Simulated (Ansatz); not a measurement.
Al2O3 in Ansatz: the effect of functional

Crystal: Al2O3.

```
Al O
1.0
     3.01748    0.00000    0.00000
    -1.50874    2.61322    0.00000
     0.00000    0.00000    7.57464
Al O
2 3
Direct
  0.00000 0.00000 0.72205
  0.00000 0.00000 0.27795
  0.00000 0.00000 0.50000
  0.66667 0.33333 0.80055
  0.33333 0.66667 0.19945
```

Measurements of this composition are mostly on another form, of space group No. 167.

Alike in all runs:

- Program: Ansatz 0.2.0
- Task: band structure
- Potentials or basis: Ansatz PAW
- k mesh: 7 × 7 × 3
- Occupations: fermi-dirac, width 0.05 eV
- Spin: no spin polarisation

```tsv
functional	cutoff	gap on the mesh (eV)	pressure (GPa)	largest force (eV/Å)
LDA	420 eV (not typed: the program's choice for these potentials)	2.20	-8.3	0.46
PBEsol	420 eV (not typed: the program's choice for these potentials)	2.20	-3.7	0.18
RPBE	420 eV (not typed: the program's choice for these potentials)	2.43	3.0	0.10
revPBE	420 eV (not typed: the program's choice for these potentials)	2.40	2.2	0.11
BLYP	420 eV (not typed: the program's choice for these potentials)	2.48	1.3	0.16
r2SCAN	500 eV (not typed: the program's choice for these potentials)	?	?	?
```

Question: What does the run with functional r2SCAN give?

Answer: gap on the mesh 2.96 eV; pressure -5.5 GPa; largest force 0.39 eV/Å.

Caveats: the PAW data sets come from PBE, with cores solved anew for the run's functional, which leaves a small shift of forces and pressure.

Runs at the PBE level aren't shown here.
